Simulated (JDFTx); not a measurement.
## Au under changes of volume

One of the cells (16.855 Å³/atom); the others are scaled copies at fixed shape and fractional positions:

```
Au
1.0
     0.00000    2.03500    2.03500
     2.03500    0.00000    2.03500
     2.03500    2.03500    0.00000
Au
1
Direct
  0.00000 0.00000 0.00000
```

| Item | Value |
| --- | --- |
| Program | JDFTx 1.7.0 (patched build) |
| Functional | PBEsol |
| Potentials or basis | PseudoDojo-SR-PBEsol-0.4.1-standard with smoothed tails |
| Cutoff | 1034 eV |
| Density cutoff | 4136 eV |
| k mesh | 11 × 11 × 11 |
| Occupations | fermi-dirac, width 0.05 eV |
| Spin | no spin polarisation |

```tsv
volume (Å³/atom)	energy over the lowest point (meV/atom)	pressure (GPa)
15.843	48.28	14.7
16.181	22.49	9.7
16.518	6.82	5.2
16.855	0.00	1.2
17.192	0.94	-2.2
17.529	?	?
17.866	22.31	-7.8
```

Q: What does the run at 17.529 Å³/atom give?

A: Energy over the lowest point 8.65 meV/atom; pressure -5.2 GPa.

Worked out: A Birch-Murnaghan fit of order 3 (a polynomial in V^(-2/3)) to the other rows has its minimum at 16.98 Å³/atom with B0 = V·E''(V) = 177 GPa and B' = 5.6. It gives 8.65 meV/atom at 17.529 Å³/atom, against the run's 8.65, and -dE/dV = -5.1 GPa, against -5.2.

Energies are extrapolated to zero smearing.
